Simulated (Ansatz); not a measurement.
# Zr (P6_3/mmc) in Ansatz: further runs

The runs below take Zr through projected density of states, with LDA.

Program: Ansatz 0.2.0. These are calculated values, not measurements. Logs are shortened: lines on timing, memory, paths and dates and some standing lists are left out, and cuts for length are marked.

### Step 1. The structure

It takes space group P6_3/mmc (No. 194, hexagonal). Conventional cell: a = 3.232 Å, b = 3.232 Å, c = 5.147 Å, α = 90.00°, β = 90.00°, γ = 120.00°. Zr (site symmetry -6m2) is surrounded by 12 Zr at 3.18 to 3.23 Å.

### Step 2. Projected density of states, LDA, spin-orbit coupling, no magnetisation

Contents of run.py:

```python
import json

import ase.io
import numpy as np

import ansatz as az

atoms = ase.io.read("Zr.cif")
atoms.info.pop("occupancy", None)

calculation = (
    az.Crystal.from_ase(atoms)
    .calculation()
    .kpoints(9, 9, 5)
    .functional("lda")
    .pseudopotentials(kind="paw_fr")
    .spin("noncollinear", soc=True)
    .scf(extra_bands=6)
    .occupations(method="gaussian", width=0.05)
    .density_of_states(energy_step=0.05, projected=True, nscf_kmesh=(14, 14, 8))
    .forces()
    .stress()
    .band_table(publish=True)
)
outcome = calculation.run(threads=2, events_out="events.jsonl")

report = outcome.report
for line in open("events.jsonl"):
    event = json.loads(line)
    if event["event"] == "scf_iter":
        d = event["data"]
        print(f"SCF {d['iter']:3d}  HF = {d['harris_foulkes_ev']:.6f} eV  dr2 = {d['dr2_ev']:.2e} eV")
    elif event["event"] in ("relax_step", "md_step"):
        d = event["data"]
        print(f"{event['event']} {d['step']:3d}  E = {d['lagrangian_ev']:.6f} eV")
np.set_printoptions(precision=5, suppress=True, linewidth=110)
print("converged:", report["converged"], "after", report["n_iterations"], "iterations")
print(f"free energy {report['free_energy_ev']:.6f} eV, Fermi level {report['fermi_energy_ev']:.4f} eV")
for key in ("band_edges_ev", "magnetization_mub", "site_moments_mub", "site_moments_nc_mub", "forces_ev_ang",
                "stress_gpa"):
    if report.get(key) is not None:
        print(key, np.array(report[key]), sep="\n")
```

Contents of Zr.cif:

```cif
data_Zr
_cell_length_a 3.23200000
_cell_length_b 3.23200000
_cell_length_c 5.14700000
_cell_angle_alpha 90.00000000
_cell_angle_beta 90.00000000
_cell_angle_gamma 120.00000000
_space_group_name_H-M_alt 'P6_3/mmc'
_space_group_name_Hall '-P 6c 2c'
_space_group_IT_number 194
loop_
_space_group_symop_operation_xyz
'x,y,z'
'-x,-y,-z'
'x-y,x,z+1/2'
'-x+y,-x,-z+1/2'
'-y,x-y,z'
'y,-x+y,-z'
'-x,-y,z+1/2'
'x,y,-z+1/2'
'-x+y,-x,z'
'x-y,x,-z'
'y,-x+y,z+1/2'
'-y,x-y,-z+1/2'
'-y,-x,-z+1/2'
'y,x,z+1/2'
'-x,-x+y,-z'
'x,x-y,z'
'-x+y,y,-z+1/2'
'x-y,-y,z+1/2'
'y,x,-z'
'-y,-x,z'
'x,x-y,-z+1/2'
'-x,-x+y,z+1/2'
'x-y,-y,-z'
'-x+y,y,z'
loop_
_atom_site_label
_atom_site_type_symbol
_atom_site_symmetry_multiplicity
_atom_site_Wyckoff_symbol
_atom_site_fract_x
_atom_site_fract_y
_atom_site_fract_z
_atom_site_occupancy
Zr1 Zr 2 c 0.6666666667 0.3333333333 0.7500000000 1
```

Potentials or basis: Ansatz PAW.

Started as:

```console
$ python run.py
```

The log of the run:

```text
DeckWarning: basis.ecutwfc = 420 eV, auto-derived from the records' recommended cutoffs: set by Zr (normal level)
PlacementWarning: RAYON_NUM_THREADS=2 ignored (pool sized by the plan → 2); use plan(threads=…)
SCF   1  HF = -8156.721488 eV  dr2 = 4.97e-01 eV
SCF   2  HF = -8156.631774 eV  dr2 = 2.90e-01 eV
SCF   3  HF = -8156.518823 eV  dr2 = 1.95e-03 eV
SCF   4  HF = -8156.518624 eV  dr2 = 2.75e-04 eV
SCF   5  HF = -8156.518555 eV  dr2 = 1.84e-06 eV
SCF   6  HF = -8156.518555 eV  dr2 = 5.91e-08 eV
SCF   7  HF = -8156.518555 eV  dr2 = 1.54e-09 eV
converged: True after 7 iterations
free energy -8156.518555 eV, Fermi level 13.7610 eV
magnetization_mub
0.0
site_moments_nc_mub
[[0. 0. 0.]
 [0. 0. 0.]]
forces_ev_ang
[[ 0.  0.  0.]
 [-0. -0.  0.]]
stress_gpa
[[-6.37808  0.       0.     ]
 [ 0.      -6.37808  0.     ]
 [ 0.       0.      -5.36859]]
```

dos.tsv:

```text
# E-E_F[eV]	g_bin_mean(E)[states/eV]	N(E)
# format = ansatz-dos/2
# fermi_ev = 13.761800
# fermi_mp_grid = 14 14 8
# fermi_mp_shift = 0 0 0
# nscf_kmesh_grid = 14 14 8
# nscf_kmesh_shift = 0 0 0
# levels_connected = by_index
# tetrahedron_fermi_ev = 13.768812
# g_bin_mean(E): the states in a bin one row spacing wide, centred on E, divided by that spacing. States that the method places at a single energy (under output.dos.method: tetrahedron, those of a tetrahedron whose four corners have one energy) are counted whole in the row whose bin holds that energy (on the edge of two bins, in the lower row). The sum of g_bin_mean over a run of rows, times the row spacing, is the number of states from half a spacing under the first of them to half a spacing over the last (a plain sum, not the trapezoid rule).
-49.218977	0.000000e0	0.000000e0
-49.168977	0.000000e0	0.000000e0
-49.118977	0.000000e0	0.000000e0
-49.068977	0.000000e0	0.000000e0
-49.018977	0.000000e0	0.000000e0
-48.968977	0.000000e0	0.000000e0
[... 1034 lines left out ...]
2.781023	0.000000e0	3.000000e1
2.831023	0.000000e0	3.000000e1
```

engine_input.yaml:

```text
crystal:
  lattice:
    - [3.232, 0.0, 0.0]
    - [-1.6159999999999994, 2.7989941050313063, 0.0]
    - [0.0, 0.0, 5.147]
  atoms:
    - { symbol: Zr, position: [0.6666666667, 0.3333333333, 0.75] }
    - { symbol: Zr, position: [0.33333333330000003, 0.6666666667000001, 0.25] }
kpoints:
  mp_grid:
    grid: [9, 9, 5]
hamiltonian:
  xc: lda
  pseudopotentials:
    kind: paw_fr
magnetization:
  noncollinear: true
  spin_orbit: true
scf:
  n_extra_bands: 6
  occupations:
    method: gaussian
    width: 0.05
output:
  dos:
    de: 0.05
    projected: true
    nscf_kmesh:
      grid: [14, 14, 8]
  forces: true
  stress: true
  eigenvalues: true
```

Run time: 21 s. Hardware: 2 threads of Arm Neoverse V1, shared host; peak memory 0.56 GiB.

What came out:

```yaml
Free_energy: -8156.5186 eV
Pressure: -6.0 GPa
Band_gap_on_the_k_mesh: none (metal or under the smearing width)
Density_of_states_at_the_Fermi_level: 1.87 states/eV per cell
```

Stress tensor (GPa, compression positive):
```
-6.38  0.00  0.00
 0.00 -6.38  0.00
 0.00  0.00 -5.37
```

States per cell in windows of 1 eV (zero at the Fermi level; states under -8 eV left out):
| from (eV) | total | Zr 4d j=2.5 | Zr 4d j=1.5 | Zr 5s j=0.5 | Zr 4p j=1.5 | Zr 4s j=0.5 |
| --- | --- | --- | --- | --- | --- | --- |
| -8.0 | 0.00 | 0.00 | 0.00 | 0.00 | 0.00 | 0.00 |
| -7.0 | 0.00 | 0.00 | 0.00 | 0.00 | 0.00 | 0.00 |
| -6.0 | 0.06 | 0.00 | 0.00 | 0.05 | 0.00 | 0.01 |
| -5.0 | 0.24 | 0.01 | 0.00 | 0.21 | 0.00 | 0.02 |
| -4.0 | 0.60 | 0.09 | 0.06 | 0.40 | 0.01 | 0.02 |
| -3.0 | 2.32 | 1.05 | 0.69 | 0.52 | 0.02 | 0.02 |
| -2.0 | 2.27 | 1.23 | 0.81 | 0.16 | 0.02 | 0.00 |
| -1.0 | 2.43 | 1.28 | 0.91 | 0.13 | 0.02 | 0.00 |
| 0.0 | 3.48 | 1.73 | 1.37 | 0.18 | 0.02 | 0.00 |
| 1.0 | 2.53 | 1.30 | 0.89 | 0.13 | 0.01 | 0.00 |
| 2.0 | 0.08 | 0.04 | 0.03 | 0.00 | 0.00 | 0.00 |
| 3.0 | 0.00 | 0.00 | 0.00 | 0.00 | 0.00 | 0.00 |
| 4.0 | 0.00 | 0.00 | 0.00 | 0.00 | 0.00 | 0.00 |
| 5.0 | 0.00 | 0.00 | 0.00 | 0.00 | 0.00 | 0.00 |
| 6.0 | 0.00 | 0.00 | 0.00 | 0.00 | 0.00 | 0.00 |
| 7.0 | 0.00 | 0.00 | 0.00 | 0.00 | 0.00 | 0.00 |

### Step 3. Projected density of states, LDA, spin-orbit coupling, no magnetisation

Contents of input.yaml:

```yaml
crystal:
  lattice:
    - [3.232, 0.0, 0.0]
    - [-1.616, 2.798994105, 0.0]
    - [0.0, 0.0, 5.147]
  atoms:
    - { symbol: Zr, position: [0.6666666667, 0.3333333333, 0.75] }
    - { symbol: Zr, position: [0.3333333333, 0.6666666667, 0.25] }
hamiltonian:
  xc: lda
  pseudopotentials: { kind: paw_fr }
magnetization:
  noncollinear: true
  spin_orbit: true
kpoints:
  mp_grid: { grid: [9, 9, 5] }
scf:
  occupations: { method: gaussian, width: 0.05 }
  n_extra_bands: 6
output:
  forces: true
  stress: true
  eigenvalues: true
  dos: { projected: true, de: 0.05, nscf_kmesh: { grid: [14, 14, 8] } }
```

Potentials or basis: Ansatz PAW.

Started as:

```console
$ ansatz run input.yaml --threads 2 --pin off --max-ram 5120MiB --backend cpu --events-out ev --progress --plain --runs-dir out
```

Wall time 20 s (2 threads of Arm Neoverse V1, shared host); peak memory 0.44 GiB.

It converged, with:

* Free energy: -8156.5186 eV
* Pressure: -6.0 GPa
* Band gap on the k mesh: none (metal or under the smearing width)
* Density of states at the Fermi level: 1.87 states/eV per cell

Stress tensor (GPa, compression positive):
```
-6.38  0.00  0.00
 0.00 -6.38  0.00
 0.00  0.00 -5.37
```

Levels at points of the mesh, in eV from the Fermi level:
```tsv
k point	band 20	band 21	band 22	band 23	band 24	band 25	band 26	band 27	band 28	band 29
(0.00, 0.00, 0.00)	-3.07	0.75	0.75	0.85	0.85	0.96	0.96	1.21	1.21	1.44
```

States per cell in windows of 1 eV (zero at the Fermi level; states under -8 eV left out):
| from (eV) | total | Zr 4d j=2.5 | Zr 4d j=1.5 | Zr 5s j=0.5 | Zr 4p j=1.5 | Zr 4s j=0.5 |
| --- | --- | --- | --- | --- | --- | --- |
| -8.0 | 0.00 | 0.00 | 0.00 | 0.00 | 0.00 | 0.00 |
| -7.0 | 0.00 | 0.00 | 0.00 | 0.00 | 0.00 | 0.00 |
| -6.0 | 0.06 | 0.00 | 0.00 | 0.05 | 0.00 | 0.01 |
| -5.0 | 0.24 | 0.01 | 0.00 | 0.21 | 0.00 | 0.02 |
| -4.0 | 0.60 | 0.09 | 0.06 | 0.40 | 0.01 | 0.02 |
| -3.0 | 2.32 | 1.05 | 0.69 | 0.52 | 0.02 | 0.02 |
| -2.0 | 2.27 | 1.23 | 0.81 | 0.16 | 0.02 | 0.00 |
| -1.0 | 2.43 | 1.28 | 0.91 | 0.13 | 0.02 | 0.00 |
| 0.0 | 3.48 | 1.73 | 1.37 | 0.18 | 0.02 | 0.00 |
| 1.0 | 2.53 | 1.30 | 0.89 | 0.13 | 0.01 | 0.00 |
| 2.0 | 0.08 | 0.04 | 0.03 | 0.00 | 0.00 | 0.00 |
| 3.0 | 0.00 | 0.00 | 0.00 | 0.00 | 0.00 | 0.00 |
| 4.0 | 0.00 | 0.00 | 0.00 | 0.00 | 0.00 | 0.00 |
| 5.0 | 0.00 | 0.00 | 0.00 | 0.00 | 0.00 | 0.00 |
| 6.0 | 0.00 | 0.00 | 0.00 | 0.00 | 0.00 | 0.00 |
| 7.0 | 0.00 | 0.00 | 0.00 | 0.00 | 0.00 | 0.00 |

Caveat: the PAW data sets come from PBE, with cores solved anew for the run's functional, which leaves a small shift of forces and pressure.
